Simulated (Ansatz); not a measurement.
# BaS (Fm-3m) in Ansatz: further runs

The runs below take BaS through band structure, phonons, with PBE, LDA.

Program: Ansatz 0.2.0. These are calculated values, not measurements. Logs are shortened: lines on timing, memory, paths and dates and some standing lists are left out, and cuts for length are marked.

**What was measured.**

A printed reference work, monograph, original work of 1988 reports, for a bulk crystal of BaS at 2 K: band gap 3.806 eV (indirect).

The results are compared with them further down.

## 1. Starting point

The structure is cubic, space group Fm-3m (No. 225). The conventional cell has a = 6.388 Å, b = 6.388 Å, c = 6.388 Å, α = 90.00°, β = 90.00°, γ = 90.00°. Ba (site symmetry m-3m) is surrounded by 6 S at 3.19 Å. S (site symmetry m-3m) has 6 Ba at 3.19 Å as nearest neighbours.

## 2. Band structure, PBE

The input, input.yaml:

```yaml
crystal:
  lattice:
    - [0.0, 3.19375, 3.19375]
    - [3.19375, 0.0, 3.19375]
    - [3.19375, 3.19375, 0.0]
  atoms:
    - { symbol: Ba, position: [0.0, 0.0, 0.0] }
    - { symbol: S, position: [0.5, 0.5, 0.5] }
kpoints:
  mp_grid: { grid: [7, 7, 7] }
  band_path:
    path:
      - [0.0, 0.0, 0.0]
      - [0.5, 0.0, 0.5]
      - [0.5, 0.25, 0.75]
      - [0.375, 0.375, 0.75]
      - [0.0, 0.0, 0.0]
      - [0.5, 0.5, 0.5]
      - [0.625, 0.25, 0.625]
      - [0.5, 0.25, 0.75]
    npoints: 8
scf:
  occupations: { method: fermi_dirac, width: 0.05 }
hamiltonian:
  xc: pbe
  pseudopotentials: { kind: all_electron, lapw: { basis_error: 0.001 } }
output:
  forces: true
  stress: true
  eigenvalues: true
```

Potentials or basis: all-electron LAPW, scalar-relativistic.

Launch:

```console
$ ansatz run input.yaml --threads 1 --pin off --max-ram 3072MiB --backend cpu --events-out ev --progress --plain --runs-dir out
```

Output:

```text
Warning: RAYON_NUM_THREADS=1 ignored (pool sized by the plan → 1); use --threads N
LAPW: plane waves up to 5.990 Å⁻¹, error target 1.0e-3 eV per atom; small_component_spin mean_spin; S in spheres of 1.518 Å, 14 of its electrons in bands, Dirac shells []; Ba in spheres of 1.676 Å, 28 of its electrons in bands, Dirac shells [] (how accurate: hamiltonian.pseudopotentials.lapw.basis_error, Limitations)
Engine: ansatz 0.2.0, aarch64-unknown-linux-gnu
Pseudopotentials: kind: all_electron
Pseudopotential: Ba, LAPW, valence charge 28, lapw/all_electron/scalar/gaussian/Ba, Koelling and Harmon's equation, gaussian nucleus
Pseudopotential: S, LAPW, valence charge 14, lapw/all_electron/scalar/gaussian/S, Koelling and Harmon's equation, gaussian nucleus
Functional definition: PBE
  parameter kappa = 0.804
  parameter beta = 0.06672455060314922
  exchange = pbe_x(kappa = kappa, mu = beta*pi^2/3)
  correlation = pbe_c(beta = beta)
Crystal: 2 atoms, lattice volume = 65.153 Å³
Basis set: ecut = 136.70475094170337 eV, 259 PW (Γ), exchange–correlation at level 2
Bands: 26, of which v1, the nominal top of the filled ones, is band 21 counted from 1 (20 counted from 0)
Symmetry: 48 space group operations
Space group: Fm-3m (ITA 225), of the structure as read, at distance tolerance 4.0e-5 Å
k-points: 20 of 343
Non-local potential: Ba, projectors of the file, none
Non-local potential: S, projectors of the file, none
Initial density: superposition of atomic densities (chi_scale 0.1, normalization cell, long waves kept (reshape's long-wave potential 0.00 eV rms))
Initial wavefunctions: plane waves of lowest kinetic energy (no species holds an atomic orbital)
Functional: x = pbe(κ = 0.804, μ = 0.2195149727645171), c = pbe(β = 0.06672455060314922)
iter 1 solved again at ethr=2.85e-3 eV; its pass at ethr=1.00e-1 eV (dr2=1.20e0 eV) is discarded
SCF iter   1: F=—  HF=-232239.652347 eV  |F-HF|=—  |Δ(HF+E_count)|=         —  Δρ=2.77e-2  dr2=1.20e0  ethr=2.85e-3  ⟨swp⟩=2.0  Hψ=3343  notcnv=0
preconditioner: auto → none  [insulator: Δε(μ)=3.225 eV  Ē_g=12.625 eV  σ=0.050 eV  W_gap=1.00  n_scr=14 (ndim 8)  ℏωp=17.2 eV  f_vac=0.000  D(μ)=0.00/eV (n_scr^D=0)  ε∞_Penn≈2.9]
iter 2 solved again at ethr=7.18e-5 eV; its pass at ethr=2.85e-3 eV (dr2=3.02e-2 eV) is discarded
SCF iter   2: F=—  HF=-232239.253355 eV  |F-HF|=—  |Δ(HF+E_count)|=   3.99e-1  Δρ=5.73e-3  dr2=3.02e-2  ethr=7.18e-5  ⟨swp⟩=2.0  Hψ=2925  notcnv=0
SCF iter   3: F=—  HF=-232239.204540 eV  |F-HF|=—  |Δ(HF+E_count)|=   4.88e-2  Δρ=4.83e-3  dr2=3.32e-2  ethr=7.18e-5  ⟨swp⟩=3.0  Hψ=1860  notcnv=0
SCF iter   4: F=—  HF=-232239.216001 eV  |F-HF|=—  |Δ(HF+E_count)|=         —  Δρ=9.47e-4  dr2=1.17e-3  ethr=7.18e-5  ⟨swp⟩=2.1  Hψ=1746  notcnv=0
the basis was enlarged: its passes take 143.0 KiB over the memory plan, 1 of 1 planned eigensolver slots
SCF iter   5: F=—  HF=-232239.216910 eV  |F-HF|=—  |Δ(HF+E_count)|=   9.09e-4  Δρ=1.64e-4  dr2=3.06e-5  ethr=2.79e-6  ⟨swp⟩=3.0  Hψ=1736  notcnv=0
SCF iter   6: F=—  HF=-232239.216947 eV  |F-HF|=—  |Δ(HF+E_count)|=   3.67e-5  Δρ=2.26e-5  dr2=4.69e-7  ethr=7.28e-8  ⟨swp⟩=3.0  Hψ=1800  notcnv=0
SCF iter   7: F=-232239.216949 eV  HF=-232239.216949 eV  |F-HF|=4.00e-8  |Δ(HF+E_count)|=   1.78e-6  Δρ=3.41e-6  dr2=7.25e-9  ethr=1.12e-9  ⟨swp⟩=3.0  Hψ=1828  notcnv=0
SCF 1 converged in 7 iterations: F = -232239.216949 eV  dr2 = 7.25e-9
NSCF: frozen V_eff on 57 k-points
SCF converged after 7 iterations
Free energy (F): -232239.216949 eV
Harris-Foulkes:  -232239.216949 eV  (|F-HF|=4.00e-8)
Internal energy: -232239.216949 eV  (E = F + TS)
E sigma→0 (E₀):  -232239.216949 eV
Fermi energy:    8.969532 eV
--- Per-component energies (eV) ---
  E_band       = -3434.066599
  E_kinetic    = 246791.482819
  E_xc         = -6093.410268
  E_electrostatic = -472937.289500  (all electrons and nuclei)
  E_smearing   = -0.000000  (= −TS)
  E_closure    = 0.000000  (closes the sum)
  E_atoms      = -232228.982511  (free atoms, spherical and without spin; not in F)
  Σ components = -232239.216949   (vs F -232239.216949, Δ=0.00e0)
  Basis errors (estimates in eV, not in F): energy 4.2e-4 per atom: plane waves 3.9e-4 (2.1e-4 summed), levels above the bands 3.0e-35, relativity 2.3e-9, radial functions 3.3e-5, core shells 2.5e-11; eigenvalues (radial functions only) 1.6e-5; not estimated: angular momenta, meshes, grids; target (lapw.basis_error) 1.0e-3; muffin-tin radii S 1.518 Å, Ba 1.676 Å
--- Forces (eV/Å), atoms counted from 1 ---
  atom   1  Ba    -0.00000000     0.00000000     0.00000000
  atom   2  S      0.00000000    -0.00000000     0.00000000
  max |Σ_I F_I| component: 5.92e-31 eV/Å
--- Stress (GPa, compression-positive) ---
        0.834390      -0.000000      -0.000000
       -0.000000       0.834390      -0.000000
       -0.000000      -0.000000       0.834390
  P = ⅓ Tr σ = 0.8344 GPa (8.344 kbar)
--- Band table (eV; the first three rows and the last of 20) ---
  k-point 0: bands = ["-227.9731", "-195.2393", "-165.0929", "-165.0929", "-165.0929", "-140.0107", "-140.0107", "-140.0107", "-73.8770", "-73.8770", "-73.8770", "-73.8691", "-73.8691", "-18.1098", "-3.1699", "-3.1699", "-3.1699", "-2.4589", "7.8305", "7.8305", "7.8305", "11.5196", "11.7972", "11.7972", "11.7972", "12.7189"]
  k-point 1: bands = ["-227.9731", "-195.2393", "-165.0929", "-165.0929", "-165.0929", "-140.0107", "-140.0107", "-140.0107", "-73.8770", "-73.8770", "-73.8770", "-73.8691", "-73.8691", "-18.1013", "-3.5508", "-3.1772", "-3.1772", "-2.0621", "7.3467", "7.5878", "7.5878", "11.7775", "12.0832", "12.0832", "12.2619", "13.2657"]
  k-point 2: bands = ["-227.9731", "-195.2393", "-165.0929", "-165.0929", "-165.0929", "-140.0107", "-140.0107", "-140.0107", "-73.8770", "-73.8770", "-73.8770", "-73.8691", "-73.8691", "-18.0823", "-4.0232", "-3.1933", "-3.1933", "-1.5518", "6.5496", "7.1466", "7.1466", "12.0781", "12.8766", "12.8766", "13.6218", "14.5864"]
  k-point 19: bands = ["-227.9731", "-195.2393", "-165.0929", "-165.0929", "-165.0929", "-140.0107", "-140.0107", "-140.0107", "-73.8770", "-73.8770", "-73.8770", "-73.8691", "-73.8691", "-18.0521", "-3.8230", "-3.5329", "-3.3864", "-1.7778", "6.7534", "7.3075", "7.3829", "11.7896", "12.6667", "14.3096", "14.9220", "15.0921"]
```

Run time: 7.2 s. Hardware: 1 thread of Arm Neoverse V2, shared host; peak memory 0.24 GiB.

Results:

| Item | Value |
| --- | --- |
| Free energy | -232239.2169 eV |
| Pressure | 0.8 GPa |
| Band gap on the k mesh | 2.26 eV, indirect (least direct gap 2.38 eV) |
| Band gap along the path | 2.21 eV, indirect (least direct gap 2.31 eV) |

Levels at the corners of the path, in eV from the valence-band top:
```
point  band 17  band 18  band 19  band 20  band 21  band 22  band 23  band 24  band 25  band 26
    Γ   -11.00   -10.29     0.00     0.00     0.00     3.69     3.97     3.97     3.97     4.89
    X   -11.19   -10.20    -0.45    -0.10    -0.10     2.21     6.03     6.12     7.60     7.60
    W   -11.34    -9.64    -1.06    -0.42    -0.42     4.30     4.30     6.37     6.92     7.63
    K   -11.14    -9.69    -0.88    -0.55    -0.47     3.34     5.92     6.67     6.75     7.27
    Γ   -11.00   -10.29     0.00     0.00     0.00     3.69     3.97     3.97     3.97     4.89
    L   -11.04    -9.04    -1.85    -1.01    -1.01     5.55     5.64     6.41     6.41     7.86
    U   -11.14    -9.69    -0.88    -0.55    -0.47     3.34     5.92     6.67     6.75     7.27
    W   -11.34    -9.64    -1.06    -0.42    -0.42     4.30     4.30     6.37     6.92     7.63
```

Caveat: spin-orbit coupling is left out, which moves the levels of the heavy elements.

## 3. Phonons, LDA

The input, input.yaml:

```yaml
crystal:
  lattice:
    - [0.0, 3.19375, 3.19375]
    - [3.19375, 0.0, 3.19375]
    - [3.19375, 3.19375, 0.0]
  atoms:
    - { symbol: Ba, position: [0.0, 0.0, 0.0] }
    - { symbol: S, position: [0.5, 0.5, 0.5] }
kpoints:
  mp_grid: { grid: [5, 5, 5] }
scf:
  occupations: { method: fermi_dirac, width: 0.05 }
hamiltonian:
  xc: lda
  pseudopotentials: { kind: all_electron, lapw: { basis_error: 0.001 } }
output: {}
phonons:
  method: fd
  supercell: [1, 1, 1]
```

Potentials or basis: all-electron LAPW, scalar-relativistic.

Launch:

```console
$ ansatz run input.yaml --threads 1 --pin off --max-ram 3072MiB --backend cpu --events-out ev --progress --plain --runs-dir out
```

Output:

```text
Warning: RAYON_NUM_THREADS=1 ignored (pool sized by the plan → 1); use --threads N
LAPW: plane waves up to 6.173 Å⁻¹, error target 1.0e-3 eV per atom; small_component_spin mean_spin; S in spheres of 1.468 Å, 14 of its electrons in bands, Dirac shells []; Ba in spheres of 1.630 Å, 28 of its electrons in bands, Dirac shells [] (how accurate: hamiltonian.pseudopotentials.lapw.basis_error, Limitations)
[... 4 set-up lines as earlier in the session ...]
Functional definition: SPW92
  exchange = slater_x
  correlation = pw_c
[... 70 lines left out ...]
  k-point 2: bands = ["-227.4895", "-194.5457", "-164.8720", "-164.8720", "-164.8720", "-140.2398", "-140.2398", "-140.2398", "-74.0074", "-74.0074", "-74.0074", "-73.9996", "-73.9996", "-18.3480", "-4.5017", "-3.4281", "-3.4281", "-1.4886", "5.7744", "6.6195", "6.6195", "12.2542", "13.3606", "13.3606", "13.5512", "15.3687"]
  k-point 9: bands = ["-227.4895", "-194.5457", "-164.8720", "-164.8720", "-164.8720", "-140.2398", "-140.2398", "-140.2398", "-74.0074", "-74.0074", "-74.0074", "-73.9996", "-73.9996", "-18.3333", "-4.1321", "-3.6786", "-3.6065", "-1.9558", "6.4379", "6.8977", "7.1755", "11.1410", "12.6145", "13.6716", "14.5877", "14.9751"]
--- Phonons: 2 displaced members + reference (amplitude 0.01 Å, Σ member SCF iterations 12) ---
  symmetry images taken by strict's conditions (phonons.symmetry_images: auto; settled by no image being taken that strict refuses)
  ASR residual: 4.812e-4 → 0.000e0 eV/Å²; symmetrization residual: 2.408e-5 eV/Å²
  largest component of a force at the reference: 2.4e-30 eV/Å
  ASR residual per site (eV/Å²): 1.27e-4 4.81e-4
  Γ frequencies (cm⁻¹): 0.00 0.00 0.00 131.69 131.69 131.69
  density of states and harmonic sums: on the 17×17×17 q-mesh, interpolated from the force constants of a 1×1×1 supercell (no non-analytic term)
  largest difference from the sums on the solved wave vectors: F 7.03e-1 eV, S 9.61e-4 and C_V 2.58e-4 eV/K
  zero-point energy: 0.031984 eV/cell   skipped modes (ω ≤ 0): 3   left out of the sums: 1.02e-4 of the cell's modes: C_V's classical limit lies that fraction below 3 k_B per atom; for a crystal, a wire or a layer, F and S can be off by more, and a phonons.interpolated_qmesh denser along its periods is the remedy for the sampling
```

It took 12 s on 1 thread of Arm Neoverse V2, shared host; peak memory 0.25 GiB.

Results:

```
Free energy                                             : -232037.0462 eV
Band gap on the k mesh                                  : 2.12 eV, indirect (least direct gap 2.25 eV)
Highest phonon frequency at Γ, LO-TO splitting left out : 132 cm⁻¹
```

Phonon frequencies in cm⁻¹ (negative: imaginary):
| q point | frequencies |
| --- | --- |
| (0.000, 0.000, 0.000) | 0 0 0 132 132 132 |

Caveat: spin-orbit coupling is left out, which moves the levels of the heavy elements; an odd mesh through Γ misses points on the zone boundary, where band edges often lie.

## 4. Comparison with measurements

Step 2. Against the measured gap of BaS, 3.806 eV (indirect; 2 K; a printed reference work, monograph, original work of 1988), the calculated 2.21 eV is off by -1.60 eV. Spin-orbit coupling on Ba is left out. The value is that of PBE, without temperature or zero-point motion. Semilocal functionals fall short of measured gaps as a rule.

Step 3. The gap isn't set beside the deposited one, since this odd mesh misses points on the zone boundary.
